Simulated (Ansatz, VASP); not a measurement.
**MgO in VASP and in Ansatz**

```
Mg O
1.0
     3.43014    0.00000    0.00000
    -1.71507    2.97059    0.00000
     0.00000    0.00000    4.31617
Mg O
2 2
Direct
  0.66667 0.33333 0.75000
  0.33333 0.66667 0.25000
  0.66667 0.33333 0.25000
  0.33333 0.66667 0.75000
```

Alike in both runs: task single point; functional PBEsol; k mesh 9 × 9 × 6; occupations gaussian, width 0.05 eV; no spin polarisation.

```csv
,VASP,Ansatz
version,VASP 6.6.1,Ansatz 0.2.0
potentials or method,"VASP PAW PBE potentials, release 64 (Mg, O)","scalar-relativistic, plane waves, PAW"
plane-wave cutoff (eV),520,420
valence electrons in the cell,16,32
```

```csv
,VASP,Ansatz,Ansatz less VASP
gap on the k mesh at the Fermi level (eV),3.26,3.26,+0.004
least direct gap on the mesh (eV),3.26,3.26,+0.004
pressure (GPa),1.1,1.4,+0.32
largest component of the traceless stress (GPa),5.34,5.24,-0.101
```

The functional is the same, so the differences come from potentials, cutoffs and numerics. The two sets of potentials don't hold the same shells in valence.

Caveats: the PAW data sets were made with another functional, which shifts forces and pressure a little (VASP). PBEsol gaps usually lie below the measured ones, often by a third to a half.
